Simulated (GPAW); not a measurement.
A run of GPAW 26.7.0:

run.py

```python
from ase.filters import FrechetCellFilter
from ase.io import read, write
from ase.optimize import BFGS
from gpaw import GPAW, PW

atoms = read('POSCAR')

calc = GPAW(mode=PW(600),
            xc='PBE',
            kpts={'size': (12, 12, 12), 'gamma': True},
            occupations={'name': 'fermi-dirac', 'width': 0.05},
            nbands=16,
            convergence={'density': 1e-05, 'forces': 0.0001},
            maxiter=150,
            txt='gpaw.txt')
atoms.calc = calc
opt = BFGS(FrechetCellFilter(atoms), trajectory='relax.traj', logfile='-')
done = opt.run(fmax=0.02, steps=60)
calc.write('gs.gpw')
write('result.traj', atoms)
print('Converged:', done)
print('Cell:', atoms.cell.cellpar().round(4))
print('Volume:', round(atoms.get_volume(), 4))
print(atoms.get_scaled_positions().round(5))
```

POSCAR

```
W
1.0
   -1.5823450000      1.5823450000      1.5823450000
    1.5823450000     -1.5823450000      1.5823450000
    1.5823450000      1.5823450000     -1.5823450000
W
1
Direct
    0.0000000000      0.0000000000      0.0000000000
```

Potentials or basis: GPAW PAW data sets (gpaw-data 1.2.1), pw.

The run is started by

```sh
$ OMP_NUM_THREADS=1 python run.py
```

Hardware: 1 thread of Arm Neoverse V2, on a shared host.

Q: How long does it take, and how much memory?

A: It took 20 s on 1 thread of Arm Neoverse V2, with other jobs on the host, peak memory 0.17 GiB. Counts: scf iterations 25, plane waves 543, bands 16, k points 72, ion steps 3.
